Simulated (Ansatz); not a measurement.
# Lanthanum, bcc under revPBE: from relaxation to bulk modulus

The plan for lanthanum in the bcc structure: relax it, solve it on a dense k-mesh, then scale the cell to 7 volumes from 88 to 112 % of the relaxed one and try a fit of the equation of state. Spin polarisation is left out. The k-meshes are 11×11×11 for the relaxation; 17×17×17 for the dense run; 12×12×12 for the volumes.

Method: DFT revPBE, plane waves (420 eV) with PAW, scalar-relativistic; the PAW data stem from PBE, with regenerated cores, in Ansatz 0.2.0.

**1. Starting point**

Symmetry: Im-3m, No. 229, cubic system. The conventional cell has a = 4.214 Å, b = 4.214 Å, c = 4.214 Å, α = 90.00°, β = 90.00°, γ = 90.00°. La (site symmetry m-3m) is surrounded by 8 La at 3.65 Å.

Coordinates:

```
La
1.0
    -2.10700    2.10700    2.10700
     2.10700   -2.10700    2.10700
     2.10700    2.10700   -2.10700
La
1
Direct
  0.00000 0.00000 0.00000
```

**2. Relaxing cell and atoms**

Contents of input.yaml:

```yaml
crystal:
  lattice:
    - [-2.1069968026, 2.1069968026, 2.1069968026]
    - [2.1069968026, -2.1069968026, 2.1069968026]
    - [2.1069968026, 2.1069968026, -2.1069968026]
  atoms:
    - { symbol: La, position: [0.0, 0.0, 0.0] }
hamiltonian:
  xc: revpbe
  pseudopotentials:
    kind: paw
    azcp:
      La: "pseudopotentials/La.paw.azcp"
basis:
  ecutwfc: 420
  fft_grid_basis: typed
kpoints:
  mp_grid: { grid: [11, 11, 11], shift: [0, 0, 0] }
magnetization:
  spin_polarized: false
scf:
  occupations: { method: fermi_dirac, width: 0.1 }
relax:
  max_steps: 60
  f_tol: 0.01
  cell: {}
```

The log of the run:

```text
Warning: RAYON_NUM_THREADS=2 ignored (pool sized by the plan → 2); use --threads N
Engine: ansatz 0.2.0, aarch64-unknown-linux-gnu
Pseudopotentials: kind: paw
Pseudopotential: La, paw, valence charge 11, recommended cutoff 420 eV (normal), <dir>
Functional definition: revPBE
  parameter kappa = 1.245
  parameter beta = 0.06672455060314922
  exchange = pbe_x(kappa = kappa, mu = beta*pi^2/3)
  correlation = pbe_c(beta = beta)
Crystal: 1 atoms, lattice volume = 37.416 Å³
Basis set: ecut = 420 eV, 683 PW (Γ), exchange–correlation on 50×50×50 points (8 copies of the dense FFT grid, shifted against one another)
Bands: 10, of which v1, the nominal top of the filled ones, is band 6 counted from 1 (5 counted from 0)
Symmetry: 48 space group operations
Space group: Im-3m (ITA 229), of the structure as read, at distance tolerance 3.3e-5 Å
k-points: 56 of 1331
Non-local potential: La, projectors of the file, l = 0: 3, l = 1: 2, l = 2: 2, l = 3: 3
PAW form: soft (Blöchl's): semilocal exchange-correlation on the pseudo side does not see the compensation charge
PAW frozen core: La, regenerated for the run's functional, and the local potential with it (the file was generated under x = pbe(κ = 0.804, μ = 0.2195149727645171), c = pbe(β = 0.06672455060314922))
PAW one-centre angular grid: La, 590 points (default); XC on 64 Gauss nodes
Initial density: superposition of atomic densities (neutral atoms: chi_scale 0, normalization atom), corrected by the library's trained network
Initial wavefunctions: pseudopotential atomic-orbital guess
Functional: x = revpbe(κ = 1.245, μ = 0.2195149727645171), c = pbe(β = 0.06672455060314922)
SCF iter   1: F=—  HF=-6256.880567 eV  |F-HF|=—  |Δ(HF+E_count)|=         —  Δρ=2.63e-3  dr2=1.23e-3  ethr=1.77e-3  ⟨swp⟩=3.9  Hψ=2604  notcnv=0
preconditioner: auto → Kerker (q_TF=auto, 2.225 Å⁻¹)  [metal: Δε(μ)=0.010 eV  Ē_g=12.509 eV  σ=0.100 eV  W_gap=0.03  n_scr=12 (ndim 8)  ℏωp=18.2 eV  f_vac=0.000  D(μ)=2.93/eV (n_scr^D=42)]
SCF iter   2: F=—  HF=-6256.881291 eV  |F-HF|=—  |Δ(HF+E_count)|=   7.25e-4  Δρ=1.42e-3  dr2=2.95e-4  ethr=1.12e-5  ⟨swp⟩=2.3  Hψ=1430  notcnv=0
SCF iter   3: F=—  HF=-6256.881775 eV  |F-HF|=—  |Δ(HF+E_count)|=   4.83e-4  Δρ=2.68e-4  dr2=1.41e-5  ethr=2.69e-6  ⟨swp⟩=2.1  Hψ=891  notcnv=0
SCF iter   4: F=—  HF=-6256.881812 eV  |F-HF|=—  |Δ(HF+E_count)|=   3.76e-5  Δρ=5.48e-5  dr2=9.66e-7  ethr=1.28e-7  ⟨swp⟩=2.2  Hψ=894  notcnv=0
iter 5 did not close the SCF: its close was put off for the readings that it lacked (scf_convergence_deferred on its scf_iter line)
SCF iter   5: F=-6256.881813 eV  HF=-6256.881813 eV  |F-HF|=2.49e-8  |Δ(HF+E_count)|=   3.34e-7  Δρ=1.33e-5  dr2=6.90e-8  ethr=8.78e-9  ⟨swp⟩=2.3  Hψ=724  notcnv=0
SCF iter   6: F=-6256.881813 eV  HF=-6256.881813 eV  |F-HF|=1.14e-9  |Δ(HF+E_count)|=   3.50e-8  Δρ=3.73e-6  dr2=2.72e-9  ethr=6.27e-10  ⟨swp⟩=3.2  Hψ=1929  notcnv=0
SCF 1 converged in 6 iterations: F = -6256.881813 eV  dr2 = 2.72e-9
relax step   1: F+E_penalty+E_count = -6256.88181281 eV  Δ(F+E_penalty+E_count) = +0.000e0 eV  max|allowed force component| = 0.000e0 eV/Å  Δτ_max = 0.0000 Å  P = +1.337 GPa  Ω = 37.416 Å³  (6 SCF iters, dr2 threshold 1.00e-7 eV, accepted)
Crystal: 1 atoms, lattice volume = 38.630 Å³
Basis set: ecut = 420 eV, 767 PW (Γ), exchange–correlation on 50×50×50 points (8 copies of the dense FFT grid, shifted against one another)
Initial density: handed on by an earlier stage of this run
Initial wavefunctions: those handed on with the density
iter 1 solved again at ethr=7.79e-6 eV; its pass at ethr=3.10e-3 eV (dr2=8.57e-4 eV) is discarded
SCF iter   1: F=—  HF=-6256.888935 eV  |F-HF|=—  |Δ(HF+E_count)|=         —  Δρ=1.39e-3  dr2=8.68e-4  ethr=7.79e-6  ⟨swp⟩=2.1  Hψ=5946  notcnv=0
preconditioner: auto → Kerker (q_TF=auto, 2.213 Å⁻¹)  [metal: Δε(μ)=0.013 eV  Ē_g=12.419 eV  σ=0.100 eV  W_gap=0.03  n_scr=12 (ndim 8)  ℏωp=17.9 eV  f_vac=0.000  D(μ)=2.99/eV (n_scr^D=42)]
SCF iter   2: F=—  HF=-6256.888708 eV  |F-HF|=—  |Δ(HF+E_count)|=   2.27e-4  Δρ=6.77e-4  dr2=2.06e-4  ethr=7.79e-6  ⟨swp⟩=1.7  Hψ=632  notcnv=0
SCF iter   3: F=—  HF=-6256.888635 eV  |F-HF|=—  |Δ(HF+E_count)|=   7.35e-5  Δρ=7.44e-5  dr2=1.17e-6  ethr=1.88e-6  ⟨swp⟩=2.9  Hψ=930  notcnv=0
SCF iter   4: F=—  HF=-6256.888656 eV  |F-HF|=—  |Δ(HF+E_count)|=   2.15e-5  Δρ=1.11e-5  dr2=3.44e-8  ethr=9.09e-10  ⟨swp⟩=5.0  Hψ=2092  notcnv=0
SCF iter   5: F=-6256.888656 eV  HF=-6256.888656 eV  |F-HF|=2.07e-9  |Δ(HF+E_count)|=   2.44e-8  Δρ=2.90e-6  dr2=3.16e-9  ethr=3.13e-10  ⟨swp⟩=3.0  Hψ=1796  notcnv=0
SCF 2 converged in 5 iterations: F = -6256.888656 eV  dr2 = 3.16e-9
relax step   2: F+E_penalty+E_count = -6256.88865628 eV  Δ(F+E_penalty+E_count) = -6.843e-3 eV  max|allowed force component| = 0.000e0 eV/Å  Δτ_max = 0.0000 Å  P = +0.492 GPa  Ω = 38.630 Å³  energy of the carried Pulay correction = -2.891e-5 eV  (5 SCF iters, dr2 threshold 1.00e-7 eV, accepted)
Crystal: 1 atoms, lattice volume = 39.374 Å³
iter 1 solved again at ethr=2.48e-6 eV; its pass at ethr=3.10e-3 eV (dr2=2.73e-4 eV) is discarded
SCF iter   1: F=—  HF=-6256.889889 eV  |F-HF|=—  |Δ(HF+E_count)|=         —  Δρ=7.95e-4  dr2=2.85e-4  ethr=2.48e-6  ⟨swp⟩=2.0  Hψ=5860  notcnv=0
preconditioner: auto → Kerker (q_TF=auto, 2.206 Å⁻¹)  [metal: Δε(μ)=0.037 eV  Ē_g=12.377 eV  σ=0.100 eV  W_gap=0.09  n_scr=12 (ndim 8)  ℏωp=17.8 eV  f_vac=0.000  D(μ)=3.01/eV (n_scr^D=42)]
SCF iter   2: F=—  HF=-6256.889813 eV  |F-HF|=—  |Δ(HF+E_count)|=   7.57e-5  Δρ=3.90e-4  dr2=6.91e-5  ethr=2.48e-6  ⟨swp⟩=1.9  Hψ=649  notcnv=0
SCF iter   3: F=—  HF=-6256.889814 eV  |F-HF|=—  |Δ(HF+E_count)|=   1.01e-6  Δρ=4.20e-5  dr2=2.95e-7  ethr=6.29e-7  ⟨swp⟩=2.7  Hψ=917  notcnv=0
SCF iter   4: F=-6256.889815 eV  HF=-6256.889815 eV  |F-HF|=9.23e-9  |Δ(HF+E_count)|=   3.50e-7  Δρ=9.16e-6  dr2=3.72e-8  ethr=9.09e-10  ⟨swp⟩=5.0  Hψ=2032  notcnv=0
SCF 3 converged in 4 iterations: F = -6256.889815 eV  dr2 = 3.72e-8
relax step   3: F+E_penalty+E_count = -6256.88981462 eV  Δ(F+E_penalty+E_count) = -1.158e-3 eV  max|allowed force component| = 0.000e0 eV/Å  Δτ_max = 0.0000 Å  P = +0.019 GPa  Ω = 39.374 Å³  energy of the carried Pulay correction = -4.618e-5 eV  (4 SCF iters, dr2 threshold 1.00e-7 eV, accepted)
Initial wavefunctions: pseudopotential atomic-orbital guess (no wavefunctions were taken with the density)
iter 1 solved again at ethr=5.59e-8 eV; its pass at ethr=3.10e-3 eV (dr2=6.14e-6 eV) is discarded
SCF iter   1: F=—  HF=-6256.889834 eV  |F-HF|=—  |Δ(HF+E_count)|=         —  Δρ=1.59e-5  dr2=3.99e-8  ethr=5.59e-8  ⟨swp⟩=3.1  Hψ=4598  notcnv=0
preconditioner: auto → Kerker (q_TF=auto, 2.206 Å⁻¹)  [metal: Δε(μ)=0.037 eV  Ē_g=12.386 eV  σ=0.100 eV  W_gap=0.09  n_scr=12 (ndim 8)  ℏωp=17.8 eV  f_vac=0.000  D(μ)=3.00/eV (n_scr^D=42)]
SCF iter   2: F=—  HF=-6256.889858 eV  |F-HF|=—  |Δ(HF+E_count)|=   2.39e-5  Δρ=8.82e-6  dr2=1.16e-8  ethr=3.63e-10  ⟨swp⟩=2.3  Hψ=876  notcnv=0
SCF iter   3: F=—  HF=-6256.889858 eV  |F-HF|=—  |Δ(HF+E_count)|=   9.37e-9  Δρ=1.22e-6  dr2=5.28e-10  ethr=1.05e-10  ⟨swp⟩=2.5  Hψ=938  notcnv=0
SCF iter   4: F=—  HF=-6256.889858 eV  |F-HF|=—  |Δ(HF+E_count)|=  3.10e-10  Δρ=3.85e-7  dr2=5.49e-11  ethr=4.80e-12  ⟨swp⟩=2.0  Hψ=659  notcnv=0
SCF iter   5: F=-6256.889858 eV  HF=-6256.889858 eV  |F-HF|=9.09e-13  |Δ(HF+E_count)|=  3.18e-11  Δρ=3.35e-8  dr2=5.83e-13  ethr=1.00e-12  ⟨swp⟩=6.0  Hψ=2191  notcnv=0
SCF 4 converged in 5 iterations: F = -6256.889858 eV  dr2 = 5.83e-13
relax step   4: F+E_penalty+E_count = -6256.88985793 eV  Δ(F+E_penalty+E_count) = -4.331e-5 eV  max|allowed force component| = 0.000e0 eV/Å  Δτ_max = 0.0000 Å  P = +0.019 GPa  Ω = 39.374 Å³  stress off target by 1.95e-2 GPa  SCF on the basis re-selected at this cell (its energy is not comparable with the rows above)  (5 SCF iters)
basis re-selected at this cell: Δ(F+E_penalty+E_count) = -4.331e-5 eV, ΔP = +0.000 GPa vs the last step (what re-selecting the basis moved, of the pressure what is left beyond the Pulay correction that the steps carried, after the strain that the cell walked since its last selection, with what the two solves' SCF thresholds leave and, on support functions, any second-order correction that the steps lacked; it is no measure of the basis error at this ecutwfc). This SCF's stress stands 1.95e-2 GPa from its target on what of the cell is left free (relax.cell.stress_tol is 5.00e-2 GPa) and its largest allowed force component is 0.00e0 eV/Å (relax.f_tol is 1.00e-2 eV/Å): within both
SCF converged after 5 iterations
Free energy (F): -6256.889858 eV
Harris-Foulkes:  -6256.889858 eV  (|F-HF|=9.09e-13)
Internal energy: -6256.798426 eV  (E = F + TS)
E sigma→0 (E₀):  -6256.844142 eV
Entropy (-TS):   -0.091431 eV (-91.431 meV/atom)
Fermi energy:    10.385690 eV
--- Per-component energies (eV) ---
  E_band       = -53.402874
  E_kinetic    = 192.147435
  E_local      = -353.267497  (includes V_loc(G=0)·N_el)
  E_nonlocal   = 94.102823
  E_hartree    = 111.344008
  E_xc         = -138.999796
  E_vxc        = -146.813730  (∫ρ·V_xc dr)
  E_paw        = -5422.416226  (= ΣΔE_a)
  E_vpaw       = -62.259937  (= ΣTr[D̂ρ^β])
  E_aug_tail   = -0.000000  (compensation charges beyond the density's cutoff)
  E_ewald      = -739.669352
  E_core_change = -0.039821  (= ΣΔE_core)
  E_smearing   = -0.091431  (= −TS)
  E_closure    = -0.000000  (closes the sum)
  Σ components = -6256.889858   (vs F -6256.889858, Δ=0.00e0)
--- Forces (eV/Å), atoms counted from 1 ---
  atom   1  La     0.00000000    -0.00000000     0.00000000
  max |Σ_I F_I| component: 1.31e-31 eV/Å
--- Stress (GPa, compression-positive) ---
        0.019490      -0.000000       0.000000
       -0.000000       0.019490       0.000000
        0.000000      -0.000000       0.019490
  P = ⅓ Tr σ = 0.0195 GPa (0.195 kbar)
--- Relaxed structure (3 steps of the walk, 3 accepted, 1 SCFs on fresh bases) ---
  F+E_penalty+E_count = -6256.88985793 eV   max|allowed force component| = 0.000e0 eV/Å   (the final SCF, on the basis selected at the relaxed cell)
  cell:  # Å, volume = 39.3739 Å³
    - [-2.1431347099321725, 2.1431347099321725, 2.1431347099321725]
    - [2.1431347099321725, -2.1431347099321725, 2.1431347099321725]
    - [2.1431347099321725, 2.1431347099321725, -2.1431347099321725]
  atoms:
    - { symbol: La, position: [0.0, 0.0, 0.0] }
```

It took 2.6 s on 2 threads of an Arm CPU, shared host; peak memory 0.32 GiB.

Step by step:

```
step  energy change (meV/atom)  largest force (eV/Å)  pressure (GPa)  volume (Å³/atom)
   1                      0.00                0.0000            1.34            37.416
   2                     -6.84                0.0000            0.49            38.630
   3                     -8.00                0.0000            0.02            39.374
   4                     -8.05                0.0000            0.02            39.374
```

Steps that repeat a cell are solved on a basis chosen anew, so their changes of energy are no gain of the relaxation.

Changes in the cell that was computed:

|  | before | after | change |
| --- | --- | --- | --- |
| a (Å) | 3.649 | 3.712 | +1.7 % |
| b (Å) | 3.649 | 3.712 | +1.7 % |
| c (Å) | 3.649 | 3.712 | +1.7 % |
| volume (Å³/atom) | 37.416 | 39.374 | +5.2 % |
| shortest distance (Å) | 3.649 | 3.712 | +1.7 % |
| space group (spins left aside) | Im-3m | Im-3m | same |

**3. The energy on a finer k-mesh**

Contents of input.yaml:

```yaml
crystal:
  lattice:
    - [-2.1431347099, 2.1431347099, 2.1431347099]
    - [2.1431347099, -2.1431347099, 2.1431347099]
    - [2.1431347099, 2.1431347099, -2.1431347099]
  atoms:
    - { symbol: La, position: [0.0, 0.0, 0.0] }
hamiltonian:
  xc: revpbe
  pseudopotentials:
    kind: paw
    azcp:
      La: "pseudopotentials/La.paw.azcp"
basis:
  ecutwfc: 420
  fft_grid_basis: typed
kpoints:
  mp_grid: { grid: [17, 17, 17], shift: [0, 0, 0] }
magnetization:
  spin_polarized: false
scf:
  occupations: { method: fermi_dirac, width: 0.1 }
output:
  write_density: true
  write_potential: true
  elf: true
  volumetric_format: npy
```

The log of the run, cut to the lines that bear on the results:

```text
Warning: RAYON_NUM_THREADS=2 ignored (pool sized by the plan → 2); use --threads N
[...]
[... 3 set-up lines as earlier in the session ...]
[...]
Crystal: 1 atoms, lattice volume = 39.374 Å³
Basis set: ecut = 420 eV, 767 PW (Γ)
Bands: 10, of which v1, the nominal top of the filled ones, is band 6 counted from 1 (5 counted from 0)
[... 1 set-up line as earlier in the session ...]
Space group: Im-3m (ITA 229), of the structure as read, at distance tolerance 3.4e-5 Å
k-points: 165 of 4913
[...]
SCF iter   1: F=—  HF=-6256.889560 eV  |F-HF|=—  |Δ(HF+E_count)|=         —  Δρ=2.61e-3  dr2=1.25e-3  ethr=1.77e-3  ⟨swp⟩=3.7  Hψ=7557  notcnv=0
[...]
SCF iter   6: F=-6256.891161 eV  HF=-6256.891161 eV  |F-HF|=1.26e-9  |Δ(HF+E_count)|=   4.14e-8  Δρ=3.73e-6  dr2=2.71e-9  ethr=7.44e-10  ⟨swp⟩=1.1  Hψ=5050  notcnv=0
[...]
SCF converged after 6 iterations
Free energy (F): -6256.891161 eV
[...]
E sigma→0 (E₀):  -6256.846688 eV
Entropy (-TS):   -0.088946 eV (-88.946 meV/atom)
Fermi energy:    10.387781 eV
[...]
--- Band table (eV; the first three rows and the last of 165) ---
  k-point 0: bands = ["-22.6008", "-5.6760", "-5.6760", "-5.6760", "7.1475", "11.7376", "11.7376", "11.7376", "11.8212", "11.8212"]
[...]
```

Run time: 1.8 s. Hardware: 2 threads of an Arm CPU, shared host; peak memory 0.34 GiB.

Axes a, b and c in the maps are those of this run's conventional cell (a, b, c = 4.286, 4.286, 4.286 Å).

Density in a lattice plane of the grid's cell (edges 4.29 and 4.29 Å, at 0.000 of the third edge), which holds La.

Ten even steps from '0' (0.08 e/Å³) to '9' (1.64 e/Å³):
```
889985310000000001358998
999974210000000001247999
998753100000000000135789
765421000000000000012456
332210000000000000001223
111000000000000000000011
000000000000000000000000
000000000000000000000000
000000000000000000000000
000000000000000000000000
000000000000000000000000
000000000000000000000000
000000000000000000000000
111000000000000000000011
332210000000000000001223
765421000000000000012456
998753100000000000135789
999974210000000001247999
889985310000000001358998
789996310000000001369998
```
Columns run along the first of these edges and rows up along the second, over one cell in 24 and 20 even steps from the bottom left corner. Atoms in the plane (fractional): La at (0.00, 0.00).

ELF in the same plane.

Values, 12 rows by 12 columns:
```
0.28 0.60 0.82 0.60 0.21 0.25 0.40 0.25 0.21 0.60 0.82 0.60
0.80 0.82 0.74 0.37 0.18 0.31 0.46 0.31 0.18 0.37 0.74 0.82
0.68 0.60 0.37 0.18 0.22 0.39 0.48 0.39 0.22 0.18 0.37 0.60
0.24 0.21 0.18 0.22 0.34 0.43 0.46 0.43 0.34 0.22 0.18 0.21
0.23 0.25 0.31 0.39 0.43 0.42 0.40 0.42 0.43 0.39 0.31 0.25
0.38 0.40 0.46 0.48 0.46 0.40 0.38 0.40 0.46 0.48 0.46 0.40
0.23 0.25 0.31 0.39 0.43 0.42 0.40 0.42 0.43 0.39 0.31 0.25
0.24 0.21 0.18 0.22 0.34 0.43 0.46 0.43 0.34 0.22 0.18 0.21
0.68 0.60 0.37 0.18 0.22 0.39 0.48 0.39 0.22 0.18 0.37 0.60
0.80 0.82 0.74 0.37 0.18 0.31 0.46 0.31 0.18 0.37 0.74 0.82
0.28 0.60 0.82 0.60 0.21 0.25 0.40 0.25 0.21 0.60 0.82 0.60
0.03 0.28 0.80 0.68 0.24 0.23 0.38 0.23 0.24 0.68 0.80 0.28
```
Columns run along the first of these edges and rows up along the second, over one cell in 12 and 12 even steps from the bottom left corner. Atoms in the plane (fractional): La at (0.00, 0.00).

Both are smooth fields of the valence electrons: close to the nuclei they are not physical.

The highest ELF values outside the cores: 0.48 between the atoms, 2.4 Å from La.

**4. Volume × 0.88**

Contents of input.yaml:

```yaml
crystal:
  lattice:
    - [-2.0537316411, 2.0537316411, 2.0537316411]
    - [2.0537316411, -2.0537316411, 2.0537316411]
    - [2.0537316411, 2.0537316411, -2.0537316411]
  atoms:
    - { symbol: La, position: [0.0, 0.0, 0.0] }
hamiltonian:
  xc: revpbe
  pseudopotentials:
    kind: paw
    azcp:
      La: "pseudopotentials/La.paw.azcp"
basis:
  ecutwfc: 420
  fft_grid_basis: typed
kpoints:
  mp_grid: { grid: [12, 12, 12], shift: [0, 0, 0] }
magnetization:
  spin_polarized: false
scf:
  occupations: { method: fermi_dirac, width: 0.1 }
  lower_state_search: "off"
output:
  stress: true
```

The log of the run, cut to the lines that bear on the results:

```text
Warning: RAYON_NUM_THREADS=2 ignored (pool sized by the plan → 2); use --threads N
[...]
[... 3 set-up lines as earlier in the session ...]
[...]
Crystal: 1 atoms, lattice volume = 34.649 Å³
Basis set: ecut = 420 eV, 675 PW (Γ)
Bands: 10, of which v1, the nominal top of the filled ones, is band 6 counted from 1 (5 counted from 0)
[... 2 set-up lines as earlier in the session ...]
k-points: 72 of 1728
[...]
SCF iter   1: F=—  HF=-6256.840126 eV  |F-HF|=—  |Δ(HF+E_count)|=         —  Δρ=2.62e-3  dr2=1.17e-3  ethr=1.77e-3  ⟨swp⟩=4.2  Hψ=3448  notcnv=0
[...]
SCF iter   6: F=-6256.840707 eV  HF=-6256.840707 eV  |F-HF|=5.42e-10  |Δ(HF+E_count)|=   2.36e-8  Δρ=2.35e-6  dr2=1.24e-9  ethr=2.36e-10  ⟨swp⟩=2.7  Hψ=2306  notcnv=0
[...]
SCF converged after 6 iterations
Free energy (F): -6256.840707 eV
[...]
E sigma→0 (E₀):  -6256.798637 eV
Entropy (-TS):   -0.084140 eV (-84.140 meV/atom)
Fermi energy:    11.985846 eV
[...]
--- Stress (GPa, compression-positive) ---
        3.730426       0.000000       0.000000
        0.000000       3.730426       0.000000
       -0.000000       0.000000       3.730426
  P = ⅓ Tr σ = 3.7304 GPa (37.304 kbar)
```

Wall time 0.68 s (2 threads of an Arm CPU, shared host); peak memory 0.3 GiB.

**5. Volume × 0.92**

Edit input.yaml of step 4 so:

```diff
@@ -2,5 +2,5 @@
   lattice:
-    - [-2.0537316411, 2.0537316411, 2.0537316411]
-    - [2.0537316411, -2.0537316411, 2.0537316411]
-    - [2.0537316411, 2.0537316411, -2.0537316411]
+    - [-2.084388872, 2.084388872, 2.084388872]
+    - [2.084388872, -2.084388872, 2.084388872]
+    - [2.084388872, 2.084388872, -2.084388872]
   atoms:
```

The log of the run, cut to the lines that bear on the results:

```text
Warning: RAYON_NUM_THREADS=2 ignored (pool sized by the plan → 2); use --threads N
[...]
[... 3 set-up lines as earlier in the session ...]
[...]
Crystal: 1 atoms, lattice volume = 36.224 Å³
Basis set: ecut = 420 eV, 683 PW (Γ)
Bands: 10, of which v1, the nominal top of the filled ones, is band 6 counted from 1 (5 counted from 0)
[... 2 set-up lines as earlier in the session ...]
k-points: 72 of 1728
[...]
SCF iter   1: F=—  HF=-6256.869246 eV  |F-HF|=—  |Δ(HF+E_count)|=         —  Δρ=2.63e-3  dr2=1.22e-3  ethr=1.77e-3  ⟨swp⟩=4.1  Hψ=3419  notcnv=0
[...]
SCF iter   6: F=-6256.870190 eV  HF=-6256.870190 eV  |F-HF|=1.06e-9  |Δ(HF+E_count)|=   2.89e-8  Δρ=3.54e-6  dr2=2.53e-9  ethr=4.79e-10  ⟨swp⟩=3.2  Hψ=2399  notcnv=0
[...]
SCF converged after 6 iterations
Free energy (F): -6256.870190 eV
[...]
E sigma→0 (E₀):  -6256.827576 eV
Entropy (-TS):   -0.085228 eV (-85.228 meV/atom)
Fermi energy:    11.408518 eV
[...]
--- Stress (GPa, compression-positive) ---
        2.303394       0.000000       0.000000
        0.000000       2.303394       0.000000
        0.000000       0.000000       2.303394
  P = ⅓ Tr σ = 2.3034 GPa (23.034 kbar)
```

Wall time 0.7 s (2 threads of an Arm CPU, shared host); peak memory 0.3 GiB.

**6. Volume × 0.96**

Edit input.yaml of step 5 so:

```diff
@@ -2,5 +2,5 @@
   lattice:
-    - [-2.084388872, 2.084388872, 2.084388872]
-    - [2.084388872, -2.084388872, 2.084388872]
-    - [2.084388872, 2.084388872, -2.084388872]
+    - [-2.1141698794, 2.1141698794, 2.1141698794]
+    - [2.1141698794, -2.1141698794, 2.1141698794]
+    - [2.1141698794, 2.1141698794, -2.1141698794]
   atoms:
```

The log of the run, cut to the lines that bear on the results:

```text
Warning: RAYON_NUM_THREADS=2 ignored (pool sized by the plan → 2); use --threads N
[...]
[... 3 set-up lines as earlier in the session ...]
[...]
Crystal: 1 atoms, lattice volume = 37.799 Å³
Basis set: ecut = 420 eV, 683 PW (Γ)
Bands: 10, of which v1, the nominal top of the filled ones, is band 6 counted from 1 (5 counted from 0)
[... 2 set-up lines as earlier in the session ...]
k-points: 72 of 1728
[...]
SCF iter   1: F=—  HF=-6256.885290 eV  |F-HF|=—  |Δ(HF+E_count)|=         —  Δρ=2.64e-3  dr2=1.28e-3  ethr=1.77e-3  ⟨swp⟩=3.9  Hψ=3313  notcnv=0
[...]
SCF iter   6: F=-6256.886599 eV  HF=-6256.886599 eV  |F-HF|=1.14e-9  |Δ(HF+E_count)|=   3.17e-8  Δρ=3.71e-6  dr2=2.80e-9  ethr=6.34e-10  ⟨swp⟩=3.2  Hψ=2419  notcnv=0
[...]
SCF converged after 6 iterations
Free energy (F): -6256.886599 eV
[...]
E sigma→0 (E₀):  -6256.843415 eV
Entropy (-TS):   -0.086369 eV (-86.369 meV/atom)
Fermi energy:    10.877093 eV
[...]
--- Stress (GPa, compression-positive) ---
        1.063804      -0.000000      -0.000000
        0.000000       1.063804      -0.000000
        0.000000      -0.000000       1.063804
  P = ⅓ Tr σ = 1.0638 GPa (10.638 kbar)
```

Run time: 1.1 s. Hardware: 2 threads of an Arm CPU, shared host; peak memory 0.31 GiB.

(Part 1 of 2 ends here.)
